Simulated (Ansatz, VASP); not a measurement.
## One calculation of C3N, two programs

```
CELL_PARAMETERS angstrom
0.00000 2.92516 2.92516
2.92516 0.00000 2.92516
2.92516 2.92516 0.00000
ATOMIC_POSITIONS crystal
C 0.25000 0.25000 0.25000
C 0.75000 0.75000 0.75000
C 0.50000 0.50000 0.50000
N 0.00000 0.00000 0.00000
```

Change from the starting cell: species swapped into the Ta3Os type (Fm-3m, No. 225).

Alike in both runs: task relaxation of cell and atoms; functional PBE; k mesh 6 × 6 × 6; occupations gaussian, width 0.1 eV; no spin polarisation.

```csv
,VASP,Ansatz
version,VASP 6.6.1,Ansatz 0.2.0
potentials or method,"VASP PAW PBE potentials, release 64 (C, N)","scalar-relativistic, plane waves, PAW"
plane-wave cutoff (eV),600,420
valence electrons in the cell,17,17
```

```tsv
	VASP	Ansatz	Ansatz less VASP
gap on the k mesh at the Fermi level, each at its own relaxed structure (eV)	none	none	-
relaxed volume (Å³/atom)	6.89	6.87	-0.017
relaxed cell length with the largest relative difference (Å)	3.391	3.388	-0.0029
energy change over the relaxation (meV/atom)	-928	-926	+1.8
```

A gap of «none» marks a metal or a gap that the smearing closes.

Caveats: the volume moved by over 15 % at a fixed basis, so the end points are rough (VASP); the bands computed are all filled at some k points, so no gap is given.
